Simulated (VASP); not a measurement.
# TePb (Altaite): from the relaxed cell to its vibrations, part 2 of 2

What lattice, stiffness and vibrations does TePb (Altaite) have at one level of theory? The starting structure is a measured crystal structure from the Crystallography Open Database. All runs use LDA.

VASP 6.6.1.

So far. Step 3 (Elastic constants): The elastic tensor has C11 = 137.6, C12 = 4.8, C44 = 15.7 GPa; its Hill averages are a bulk modulus of 49.1 and a shear modulus of 29.3 GPa. Step 4 (Modes of the relaxed cell): The zone-centre modes at 32.537 Å³ an atom are T1u 47.8 cm⁻¹.

### Step 5. Modes at 0.97 of that volume

Level of this step: LDA; plane waves and PAW (Pb_d, Te) (VASP).

Shape and positions were first relaxed at this volume, in a run that isn't shown.

INCAR

```
SYSTEM = TePb
PREC = Accurate
ENCUT = 500
EDIFF = 1E-08
NELM = 100
ISMEAR = 0
SIGMA = 0.03
LREAL = .FALSE.
ALGO = Normal
GGA = CA
NBANDS = 16
LORBIT = 11
LWAVE = .FALSE.
LCHARG = .FALSE.
KPAR = 4
IBRION = 8
LEPSILON = .TRUE.
LPEAD = .TRUE.
ISIF = 2
```

POSCAR

```
TePb
1.0
    0.0000000000      3.1602019042      3.1602019042
    3.1602019042      0.0000000000      3.1602019042
    3.1602019042      3.1602019042      0.0000000000
Pb Te
1 1
Direct
    0.0000000000      0.0000000000      0.0000000000
    0.5000000000      0.5000000000      0.5000000000
```

KPOINTS

```
Automatic mesh
0
Gamma
12 12 12
0 0 0
```

The projector-augmented-wave data sets are Pb_d and Te (LDA family, release 64).

On the command line:

```
$ mpirun -np 4 vasp_std
```

Log:

```text
[... set-up lines as in an earlier step ...]
 entering main loop
       N       E                     dE             d eps       ncg     rms          rms(c)
DAV:   1     0.147949483766E+03    0.14795E+03   -0.91543E+03  2304   0.119E+03
DAV:   2     0.657358148639E+00   -0.14729E+03   -0.14356E+03  2448   0.308E+02
DAV:   3    -0.862885629575E+01   -0.92862E+01   -0.92506E+01  3008   0.830E+01
DAV:   4    -0.886469492559E+01   -0.23584E+00   -0.23580E+00  3000   0.155E+01
[...]
DAV:  13    -0.876558958162E+01    0.31518E-07   -0.39911E-08  3024   0.161E-03    0.385E-03
DAV:  14    -0.876558956091E+01    0.20712E-07   -0.11102E-07  3144   0.333E-03    0.593E-04
DAV:  15    -0.876558956167E+01   -0.76329E-09   -0.75670E-09  1936   0.474E-04
   1 F= -.87655896E+01 E0= -.87655896E+01  d E =-.138301E-18
 Linear response reoptimize wavefunctions to high precision
DAV:   1    -0.876558956144E+01    0.22669E-09   -0.63370E-10  1872   0.279E-04
DAV:   2    -0.876558956145E+01   -0.27285E-11   -0.77683E-11  1592   0.718E-05
 Linear response to external field (no local field effect), progress :
[...]
RMM:  11    -0.336733251469E+00    0.32929E-08   -0.11691E-08  9614   0.135E-04    0.215E-05
 first order change of Fermi-energy   0.36578E-01
 force on displaced ion       1 direction 1 :  -1.008   0.000   0.000
 Born effective charge ion    1 direction 1 :   6.079   0.000   0.000
 Linear response progress:
  Degree of freedom:   2/  2
       N       E                     dE             d eps       ncg     rms          rms(c)
RMM:   1    -0.509973663418E-01   -0.50997E-01    0.38757E-02 10955   0.956E-01
RMM:   2    -0.489287934056E-01    0.20686E-02   -0.94029E-04  9273   0.326E-01    0.571E-02
RMM:   3    -0.494008697307E-01   -0.47208E-03   -0.92537E-04  9965   0.149E-01    0.518E-02
RMM:   4    -0.495538425531E-01   -0.15297E-03   -0.49665E-05  9417   0.479E-02    0.260E-02
[...]
RMM:  12    -0.496699131502E-01   -0.10549E-07    0.60613E-09 10309   0.291E-05    0.154E-05
RMM:  13    -0.496699298063E-01   -0.16656E-07    0.64658E-09  9823   0.152E-05    0.150E-06
RMM:  14    -0.496699295418E-01    0.26451E-09    0.15818E-09  6252   0.962E-06    0.264E-06
 first order change of Fermi-energy  -0.38669E-01
 force on displaced ion       2 direction 1 :  -1.010   0.000   0.000
 Born effective charge ion    2 direction 1 :  -6.092   0.000   0.000
 Born effective charges drift removed
 Linear response finished
```

It took 15 min on 4 MPI ranks of AMD EPYC 7R43, shared host; peak memory 2.9 GiB.

From OUTCAR (step 5):

```text
  Total        0.6145246      0.6145246      0.6145246      0.0000000      0.0000000      0.0000000
  in kB       15.5982311     15.5982311     15.5982311      0.0000000      0.0000000      0.0000000
  external PRESSURE =      15.5982311 kB  Pullay stress =       0.0000000 kB

 POSITION                                       TOTAL-FORCE (eV/Angst)
 -----------------------------------------------------------------------------------
      0.00000      0.00000      0.00000        -0.000000      0.000000     -0.000000
      3.16020      3.16020      3.16020         0.000000      0.000000      0.000000
 -----------------------------------------------------------------------------------
    total drift:                               -0.000000      0.000000      0.000000

 MACROSCOPIC STATIC DIELECTRIC TENSOR (including local field effects in DFT)
 ------------------------------------------------------
          34.795231    -0.000000     0.000000
          -0.000000    34.795231     0.000000
           0.000000    -0.000000    34.795231
 ------------------------------------------------------

 MACROSCOPIC STATIC DIELECTRIC TENSOR IONIC CONTRIBUTION
 ------------------------------------------------------
         106.270535     0.000000     0.000000
           0.000000   106.270535     0.000000
           0.000000     0.000000   106.270535
 ------------------------------------------------------

[... 1 part as in an earlier step ...]

[... 1 further part left out ...]
```

The zone-centre modes at 31.561 Å³ an atom are T1u 59.0 cm⁻¹.

### Step 6. Modes at 1.03 of that volume

Shape and positions were first relaxed at this volume, in a run that isn't shown.

INCAR is that of step 5.

POSCAR

```
TePb
1.0
    0.0000000000      3.2240615722      3.2240615722
    3.2240615722      0.0000000000      3.2240615722
    3.2240615722      3.2240615722      0.0000000000
Pb Te
1 1
Direct
    0.0000000000      0.0000000000      0.0000000000
    0.5000000000      0.5000000000      0.5000000000
```

KPOINTS is that of step 5.

On the command line:

```
$ mpirun -np 4 vasp_std
```

Log:

```text
[... set-up lines as in an earlier step ...]
 entering main loop
       N       E                     dE             d eps       ncg     rms          rms(c)
DAV:   1     0.147115140495E+03    0.14712E+03   -0.89604E+03  2304   0.117E+03
DAV:   2     0.800662647480E+00   -0.14631E+03   -0.14235E+03  2456   0.303E+02
DAV:   3    -0.866010098320E+01   -0.94608E+01   -0.94314E+01  3024   0.829E+01
DAV:   4    -0.888609046378E+01   -0.22599E+00   -0.22594E+00  3024   0.152E+01
[...]
DAV:  12    -0.876679424575E+01   -0.59683E-07   -0.65214E-07  3008   0.105E-02    0.417E-03
DAV:  13    -0.876679423172E+01    0.14028E-07   -0.34630E-08  2872   0.156E-03    0.206E-03
DAV:  14    -0.876679422749E+01    0.42323E-08   -0.20241E-08  2088   0.138E-03
   1 F= -.87667942E+01 E0= -.87667942E+01  d E =-.433054E-11
 Linear response reoptimize wavefunctions to high precision
DAV:   1    -0.876679422791E+01   -0.41973E-09   -0.33500E-09  2744   0.357E-04
DAV:   2    -0.876679422786E+01    0.56389E-10   -0.71149E-11  1584   0.703E-05
 Linear response to external field (no local field effect), progress :
[...]
RMM:  11    -0.337318619160E+00    0.43920E-08   -0.11007E-09  9548   0.123E-04    0.197E-05
 first order change of Fermi-energy   0.37318E-01
 force on displaced ion       1 direction 1 :  -0.355   0.000   0.000
 Born effective charge ion    1 direction 1 :   5.948   0.000   0.000
 Linear response progress:
  Degree of freedom:   2/  2
       N       E                     dE             d eps       ncg     rms          rms(c)
RMM:   1    -0.510176464553E-01   -0.51018E-01    0.43307E-02 10959   0.901E-01
RMM:   2    -0.493922587506E-01    0.16254E-02   -0.10268E-03  9298   0.303E-01    0.535E-02
RMM:   3    -0.498072312725E-01   -0.41497E-03   -0.74408E-04  9959   0.133E-01    0.490E-02
RMM:   4    -0.499574189104E-01   -0.15019E-03   -0.43705E-05  9439   0.430E-02    0.243E-02
[...]
RMM:  12    -0.500745677970E-01   -0.10985E-07    0.10673E-08 10453   0.264E-05    0.350E-06
RMM:  13    -0.500745840608E-01   -0.16264E-07    0.95347E-09  9644   0.127E-05    0.667E-06
RMM:  14    -0.500745805764E-01    0.34843E-08    0.13901E-08  6626   0.718E-06    0.306E-07
 first order change of Fermi-energy  -0.36314E-01
 force on displaced ion       2 direction 1 :  -0.351   0.000   0.000
 Born effective charge ion    2 direction 1 :  -5.957   0.000   0.000
 Born effective charges drift removed
 Linear response finished
```

The job ended after 10 min (4 MPI ranks; peak memory 2.8 GiB; 40 min of CPU time).

From OUTCAR (step 6):

```text
  Total       -0.5744284     -0.5744284     -0.5744284      0.0000000      0.0000000     -0.0000000
  in kB      -13.7311367    -13.7311367    -13.7311367      0.0000000      0.0000000     -0.0000000
  external PRESSURE =     -13.7311367 kB  Pullay stress =       0.0000000 kB

 POSITION                                       TOTAL-FORCE (eV/Angst)
 -----------------------------------------------------------------------------------
      0.00000      0.00000      0.00000         0.000000      0.000000      0.000000
      3.22406      3.22406      3.22406        -0.000000      0.000000     -0.000000
 -----------------------------------------------------------------------------------
    total drift:                               -0.000000      0.000000      0.000000

 MACROSCOPIC STATIC DIELECTRIC TENSOR (including local field effects in DFT)
 ------------------------------------------------------
          30.904999    -0.000000     0.000000
           0.000000    30.904999     0.000000
           0.000000    -0.000000    30.904999
 ------------------------------------------------------

 MACROSCOPIC STATIC DIELECTRIC TENSOR IONIC CONTRIBUTION
 ------------------------------------------------------
         272.790991    -0.000000     0.000000
          -0.000000   272.790991     0.000000
           0.000000     0.000000   272.790991
 ------------------------------------------------------

[... 1 part as in an earlier step ...]

[... 1 further part left out ...]
```

The zone-centre modes at 33.513 Å³ an atom are T1u 34.8 cm⁻¹.

### Step 7. Comparison

```
                         run  volume (Å³/atom)   T1u  core minutes
                  relaxation            32.537     -         0.693
           elastic constants            32.537     -          54.5
   modes of the relaxed cell            32.537  47.8          67.0
modes at 0.97 of that volume            31.561  59.0          59.9
modes at 1.03 of that volume            33.513  34.8          40.2
```

Modes are in cm⁻¹, degenerate ones as one, matched by symmetry and order. A number in brackets counts the listed modes of one symmetry from the lowest. The symmetry labels come from an automatic analysis and can be wrong where levels nearly coincide. Core minutes are wall time times ranks of the run shown, on a shared host.

### Step 8. Summary of results

```
relaxed volume                : 32.54 Å³/atom
bulk modulus from two volumes : 49.2 GPa
Hill shear modulus            : 29.3 GPa
mode T1u                      : 47.8 cm⁻¹
Grüneisen parameter of T1u    : 8.76
```

**Reading.** At the LDA level TePb (Altaite) relaxes to 32.54 Å³ an atom. The bulk modulus is 49.2 GPa from the pressures at two volumes and 49.1 GPa as the Hill average of the elastic tensor, so the two routes agree. The mode Grüneisen parameters, from the cells at 0.97 and 1.03 of the volume, come to 8.76 (T1u). For T1u the slope differs between compression and expansion, so this parameter is only a rough mean. The dielectric constants and Born charges in the logs aren't compared here; at a small gap they can be far off, and in a run without a gap they mean nothing. The frequencies are harmonic, and the splitting of polar modes by their long-range field is left out. All values are for a static lattice. Further runs on this material are not shown.

[Lines on the potential files, build, host, timing and source positions are cut from VASP's logs without a mark.]

[Logs are printed without paths, hosts, clocks, repeated set-up lines and the standing remarks that a program may print on its own settings, such as how far it seeks lower states.]

[Hosts, paths, dates, database ids (printed as entryN), source tags and the programs' standing remarks are cut or masked in the printed files.]
